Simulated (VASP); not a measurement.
The system is HgTe (Coloradoite).

```xyz
2
Lattice="0.0000 3.2145 3.2145 3.2145 0.0000 3.2145 3.2145 3.2145 0.0000" Properties=species:S:1:pos:R:3 pbc="T T T"
Hg    0.0000    0.0000    0.0000
Te    4.8217    4.8217    4.8217
```

* Program: VASP 6.6.1
* Task: relaxation of cell and atoms
* Functional: PBE
* Dispersion: D3(BJ)
* Potentials or basis: VASP PAW PBE potentials, release 64 (Hg, Te)
* Cutoff: 600 eV
* k mesh: 6 × 6 × 6
* Occupations: fermi-dirac, width 0.05 eV
* Spin: no spin polarisation

At the start: pressure 2.6 GPa; volume 33.22 Å³/atom.

Question: How do energy, volume and symmetry change on relaxing?

Answer: Over 3 steps the energy falls by 15.3 meV/atom and the volume is 35.17 Å³/atom (+5.9 %); space group F-43m (No. 216, to 0.05 Å).

Step by step:
```csv
step,energy change (eV),largest force (eV/Å),pressure (GPa),volume (Å³)
1,0.0000,0.0000,2.65,66.43
2,-0.0268,0.0000,-0.82,71.85
3,-0.0306,0.0000,0.01,70.34
```

Final structure:
```cif
data_structure
_symmetry_space_group_name_H-M 'P 1'
_symmetry_Int_Tables_number 1
_cell_length_a 4.6335
_cell_length_b 4.6335
_cell_length_c 4.6335
_cell_angle_alpha 60.000
_cell_angle_beta 60.000
_cell_angle_gamma 60.000
_cell_volume 70.34
loop_
_atom_site_label
_atom_site_type_symbol
_atom_site_fract_x
_atom_site_fract_y
_atom_site_fract_z
_atom_site_occupancy
Hg1 Hg 0.00000 0.00000 0.00000 1
Te1 Te 0.75000 0.75000 0.75000 1
```

Caveat: pairwise dispersion overbinds metals, which lowers pressure and volume.
